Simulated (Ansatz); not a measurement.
Input and command of a calculation in Ansatz (plane waves; scalar-relativistic PAW potentials unless the input names others):

```yaml
crystal:
  lattice:
    - [2.3965401582, -4.01682916, 0.0]
    - [2.3965401582, 4.01682916, 0.0]
    - [0.0, 0.0, 7.6528136096]
  atoms:
    - { symbol: K, position: [0.8222416308, 0.1777583692, 0.25] }
    - { symbol: K, position: [0.1777583692, 0.8222416308, 0.75] }
basis:
  ecutwfc: 420
kpoints:
  mp_grid: { grid: [10, 10, 6] }
hamiltonian:
  xc: pbe
scf:
  occupations: { method: gaussian, width: 0.1 }
  mixing: { preconditioner: kerker }
output:
  forces: true
  eigenvalues: true
  stress: true
```

```bash
ansatz run input.yaml --threads 1 --pin off --max-ram 3072MiB --backend cpu --events-out ev --progress --plain --runs-dir out
```

Abridged log:
```
Basis set: ecut = 420 eV, 2849 PW (Γ), exchange–correlation on 64×64×108 points (8 copies of the dense FFT grid, shifted against one another)
Bands: 13, of which v1, the nominal top of the filled ones, is band 9 counted from 1 (8 counted from 0)
Symmetry: 8 space group operations
k-points: 124 of 600
SCF iter   1: F=—  HF=-3075.574464 eV  |F-HF|=—  |Δ(HF+E_count)|=         —  Δρ=3.33e-4  dr2=2.14e-4  ethr=1.77e-3  ⟨swp⟩=6.3  Hψ=10616  notcnv=0
SCF iter   2: F=—  HF=-3075.573492 eV  |F-HF|=—  |Δ(HF+E_count)|=   9.72e-4  Δρ=2.56e-4  dr2=1.76e-4  ethr=1.19e-6  ⟨swp⟩=2.0  Hψ=3661  notcnv=0
SCF iter   3: F=—  HF=-3075.573590 eV  |F-HF|=—  |Δ(HF+E_count)|=   9.84e-5  Δρ=1.25e-4  dr2=5.22e-5  ethr=9.80e-7  ⟨swp⟩=2.7  Hψ=2617  notcnv=0
SCF iter   4: F=—  HF=-3075.573620 eV  |F-HF|=—  |Δ(HF+E_count)|=   2.94e-5  Δρ=1.18e-4  dr2=2.16e-5  ethr=2.90e-7  ⟨swp⟩=2.8  Hψ=2743  notcnv=0
SCF iter   5: F=—  HF=-3075.573617 eV  |F-HF|=—  |Δ(HF+E_count)|=   2.55e-6  Δρ=3.65e-5  dr2=2.67e-6  ethr=1.20e-7  ⟨swp⟩=2.0  Hψ=2718  notcnv=0
SCF iter   6: F=-3075.573616 eV  HF=-3075.573616 eV  |F-HF|=9.69e-9  |Δ(HF+E_count)|=   8.38e-7  Δρ=4.25e-6  dr2=5.20e-8  ethr=5.56e-10  ⟨swp⟩=3.7  Hψ=7799  notcnv=0
SCF 1 converged in 6 iterations: F = -3075.573616 eV  dr2 = 5.20e-8
SCF converged after 6 iterations
Free energy (F): -3075.573616 eV
Harris-Foulkes:  -3075.573616 eV  (|F-HF|=9.69e-9)
Internal energy: -3075.566343 eV  (E = F + TS)
E sigma→0 (E₀):  -3075.569980 eV
Entropy (-TS):   -0.007273 eV (-3.637 meV/atom)
Fermi energy:    1.742335 eV
--- Forces (eV/Å), atoms counted from 1 ---
  atom   1  K      0.00000000    -0.00279992     0.00000000
  atom   2  K      0.00000000     0.00279992     0.00000000
--- Stress (GPa, compression-positive) ---
        0.004050       0.000000       0.000000
        0.000000       0.035474       0.000000
        0.000000       0.000000       0.006835
  P = ⅓ Tr σ = 0.0155 GPa (0.155 kbar)
```

Apart from outputs, empty bands and the relaxation, which only the reference makes, the input differs from a reference run on usual settings in scf.mixing.preconditioner: not typed → "kerker". The reference, at the same geometry, ended its own course with pressure 0.02 GPa, largest force 0.003 eV/Å, no gap on the mesh. This run converged in 6 SCF iterations with an energy at zero smearing within 0.01 meV/atom of the reference's, pressure 0.02 GPa, largest force 0.003 eV/Å, no gap on the mesh.